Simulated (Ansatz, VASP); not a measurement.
P: VASP beside Ansatz

```xyz
2
Lattice="1.6740 0.9665 3.2236 -1.6740 0.9665 3.2236 0.0000 -1.9329 3.2236" Properties=species:S:1:pos:R:3 pbc="T T T"
P     0.0000    0.0000    2.1960
P     0.0000    0.0000    7.4747
```

Change from the starting cell: strain -0.030 along x and y, +0.030 along z, atoms carried along.

Alike in both runs: task single point; functional PBEsol; k mesh 18 × 18 × 18; occupations gaussian, width 0.15 eV; no spin polarisation.

|  | VASP | Ansatz |
| --- | --- | --- |
| version | VASP 6.6.1 | Ansatz 0.2.0 |
| potentials or method | VASP PAW PBE potentials, release 64 (P) | scalar-relativistic, plane waves, PAW |
| plane-wave cutoff (eV) | 520 | 420 |
| valence electrons in the cell | 10 | 10 |

```csv
,VASP,Ansatz,Ansatz less VASP
gap on the k mesh at the Fermi level (eV),none,none,-
pressure (GPa),2.8,2.8,-0.02
largest component of the traceless stress (GPa),3.46,3.57,+0.105
rms of the force components (eV/Å),0.223,0.247,+0.0245
```

Atom by atom the forces differ by 0.025 eV/Å (rms over components). A gap of «none» marks a metal or a gap that the smearing closes.

Caveats: the PAW data sets were made with another functional, which shifts forces and pressure a little (VASP).
